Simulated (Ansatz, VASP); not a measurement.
# As: VASP beside Ansatz, part 2 of 2

Aim: how closely do two programs agree when they are given the same cell, functional and k mesh? The cell is taken from a series of runs on this material, whose earlier steps may have relaxed, scaled, displaced or heated it; both programs get it as it stands.

VASP 6.6.1 and Ansatz 0.2.0.

So far: The starting structure; VASP: single point, PBE, spin-orbit coupling, pair 1; Ansatz: single point, PBE, spin-orbit coupling, pair 1; Differences.

## (5) VASP: single point, PBE, spin-orbit coupling, pair 2

Level of this step: PBE, spin-orbit coupling; plane waves and PAW (As) (VASP).

A single point gives forces, pressure and levels at one fixed geometry, so differences don't come from the geometry; what else differs is listed under the comparison.

The input, INCAR:

```
SYSTEM = As
PREC = Accurate
ENCUT = 400
EDIFF = 1E-06
NELM = 200
ISMEAR = -1
SIGMA = 0.02
LREAL = .FALSE.
ALGO = Normal
GGA = PE
LNONCOLLINEAR = .TRUE.
MAGMOM = 0 0 0 0 0 0 0 0 0 0 0 0
NBANDS = 32
GGA_COMPAT = .FALSE.
LASPH = .TRUE.
LSORBIT = .TRUE.
LORBIT = 11
LWAVE = .FALSE.
LCHARG = .FALSE.
ISIF = 2
LDIPOL = .TRUE.
IDIPOL = 3
DIPOL = 0.5 0.5 0.5
LVHAR = .TRUE.
EFERMI = MIDGAP
NELMDL = -8
KPAR = 2
```

The input, POSCAR:

```
As
1.0
    4.6804936848      0.0000000000      0.0000000000
    0.0000000000      3.7900456518      0.0000000000
    0.0000000000      0.0000000000     28.0000000000
As
4
Direct
    0.0701848054      1.0000000000      0.5427648508
    0.4298151946      0.5000000000      0.5427648508
    0.5701848054      0.5000000000      0.4572351492
    0.9298151946      1.0000000000      0.4572351492
```

The input, KPOINTS:

```
Automatic mesh
0
Gamma
4 6 1
0 0 0
```

Potentials, in the order of the species: As (PBE family, release 64).

Launch:

```sh
$ mpirun -np 2 vasp_ncl
```

Numbers of over 12 decimals in the logs are rounded to 6 here.

The log of the run:

```text
[... set-up lines as in an earlier step ...]
 entering main loop
       N       E                     dE             d eps       ncg     rms          rms(c)
DAV:   1     0.128517842282E+03    0.12852E+03   -0.48132E+03   808   0.670E+02
DAV:   2     0.199752700861E+01   -0.12652E+03   -0.12097E+03  1200   0.137E+02
DAV:   3    -0.179964369164E+02   -0.19994E+02   -0.19882E+02   976   0.609E+01
DAV:   4    -0.186610477545E+02   -0.66461E+00   -0.66255E+00  1032   0.141E+01
[...]
DAV:  22    -0.185633683498E+02   -0.97403E-05   -0.25732E-07   776   0.146E-03    0.311E-04
DAV:  23    -0.185633759560E+02   -0.76062E-05   -0.27084E-07   752   0.141E-03    0.355E-04
DAV:  24    -0.185633768338E+02   -0.87775E-06   -0.14430E-08   632   0.481E-04
   1 F= -.18563377E+02 E0= -.18563377E+02  d E =-.120462E-11  mag=     0.0000     0.0000    -0.0000
```

Parts of OUTCAR (step 5):

```text
  Total       -0.4681290     -1.2488171      0.2371347      0.0000000      0.0000000      0.0000000
  in kB       -1.5100175     -4.0282396      0.7649122      0.0000000      0.0000000      0.0000000
  external PRESSURE =      -1.5911150 kB  Pullay stress =       0.0000000 kB

 POSITION                                       TOTAL-FORCE (eV/Angst)
 -----------------------------------------------------------------------------------
      0.32850      0.00000     15.19742        -0.023397     -0.000000      0.052397
      2.01175      1.89502     15.19742         0.023397     -0.000000      0.052397
      2.66875      1.89502     12.80258        -0.023397      0.000000     -0.052397
      4.35199      0.00000     12.80258         0.023397     -0.000000     -0.052397
 -----------------------------------------------------------------------------------
    total drift:                                0.000000      0.000000     -0.000000

  FREE ENERGIE OF THE ION-ELECTRON SYSTEM (eV)
  ---------------------------------------------------
  free  energy   TOTEN  =       -18.5633768338 eV

  energy  without entropy=      -18.5633768338  energy(sigma->0) =      -18.56337683

 magnetization (y)
# of ion       s       p       d       tot
------------------------------------------
    1       -0.000  -0.000  -0.000  -0.000
    2        0.000   0.000   0.000   0.000
    3        0.000   0.000   0.000   0.000
    4       -0.000  -0.000  -0.000  -0.000
--------------------------------------------------
tot          0.000   0.000   0.000   0.000

[... 3 parts as in an earlier step ...]

[... 2 further parts left out ...]
[key lines of the parts left out:]
E-fermi :  -2.5663
```

## (6) Ansatz: single point, PBE, spin-orbit coupling, pair 2

The same cell, functional, mesh and smearing now go to Ansatz, which takes its cutoff from its data sets.

The cell is taken from a series of runs on this material, whose earlier steps may have relaxed, scaled, displaced or heated it; both programs get it as it stands.

The input, input.yaml:

```yaml
crystal:
  lattice:
    - [4.6804936848, 0.0, 0.0]
    - [0.0, 3.7900456518, 0.0]
    - [0.0, 0.0, 28.0]
  atoms:
    - { symbol: As, position: [0.0701848054, 0.0, 0.5427648508] }
    - { symbol: As, position: [0.4298151946, 0.5, 0.5427648508] }
    - { symbol: As, position: [0.5701848054, 0.5, 0.4572351492] }
    - { symbol: As, position: [0.9298151946, 0.0, 0.4572351492] }
  periodic: [true, true, false]
kpoints:
  mp_grid: { grid: [4, 6, 1] }
  band_path:
    path:
      - [0.0, 0.0, 0.0]
      - [0.5, 0.0, 0.0]
      - [0.5, 0.5, 0.0]
      - [0.0, 0.5, 0.0]
      - [0.35, 0.0, 0.0]
    npoints: 1
hamiltonian:
  xc: pbe
  pseudopotentials: { kind: paw_fr, azcp: { folder: soft_1 } }
scf:
  occupations: { method: fermi_dirac, width: 0.02 }
  n_extra_bands: 10
magnetization:
  noncollinear: true
  spin_orbit: true
output:
  eigenvalues: true
```

Launch:

```sh
$ ansatz run input.yaml --threads 8 --pin off --max-ram 17510MiB --backend cpu --events-out ev --progress --plain --runs-dir out
```

The log of the run:

```text
[...]
Crystal: 4 atoms, lattice volume = 496.700 Å³
Basis set: ecut = 420 eV, 9711 PW (Γ)
Bands: 70, of which v1, the nominal top of the filled ones, is band 60 counted from 1 (59 counted from 0)
Symmetry: 8 space group operations + 8 with time reversal
[...]
k-points: 12 of 24
Projection manifold: j_resolved (fully-relativistic pseudo-atomic orbitals)
[...]
k-point 0: bands = [... 56 lower, -5.8873, -5.8873, -4.7169, -4.7169, -3.7060, -3.7060, -2.7372, -2.7372, ... 6 higher]
  k-point 1: bands = [... 56 lower, -5.9236, -5.9236, -4.9481, -4.9481, -3.4749, -3.4749, -2.6833, -2.6833, ... 6 higher]
  k-point 2: bands = [... 56 lower, -6.0928, -6.0928, -5.6492, -5.6492, -3.5583, -3.5583, -2.9613, -2.9613, ... 6 higher]
  k-point 11: bands = [... 56 lower, -6.0492, -6.0492, -5.9336, -5.9336, -2.0452, -2.0452, -1.9657, -1.9657, ... 6 higher]
[key lines of the parts left out:]
SCF converged after 7 iterations
Magnetization: |M| = 0.0000 μB,  M = (+0.0000, +0.0000, +0.0000) μB
Free energy (F): -19424.915422 eV
Fermi energy:    -4.211475 eV
```

## (7) Comparison

What differs besides the data sets and the points named for the pairs above, as far as they apply: the data sets hold 60 valence electrons in Ansatz (on its PAW fully relativistic soft_1 files) and 20 in VASP. Total energies have different zeros and are not compared.

Compared:

```
              quantity  Ansatz   VASP  difference
gap on the k mesh (eV)   1.011  1.000      +0.011
```

A gap on the mesh is an upper bound, since the band edges may lie between its points. With vacuum in the cell, a pressure given here is an average over mostly empty space and none of the material.

## (8) What came out

| Item | Value |
| --- | --- |
| difference in gap on the k mesh (single point, PBE, spin-orbit coupling, pair 1) | 0.011 eV |
| difference in gap on the k mesh (single point, PBE, spin-orbit coupling, pair 2) | 0.011 eV |

The difference in gap on the k mesh is 0.011 eV (single point, PBE, spin-orbit coupling, pair 1), within the 0.08 eV picked in this series as the mark of a large difference. The data sets hold unlike numbers of valence electrons (60 in Ansatz and 20 in VASP), so part of the differences comes from the potentials. Such differences can come from data sets, numerical settings and the points named under the comparisons, not from the functional's error against experiment.

[Lines on the potential files, build, host, timing and source positions are cut from VASP's logs without a mark.]

[Logs are printed without paths, hosts, clocks, repeated set-up lines and the standing remarks that a program may print on its own settings, such as how far it seeks lower states.]

[Hosts, paths, dates, database ids (printed as entryN), source tags and the programs' standing remarks are cut or masked in the printed files.]
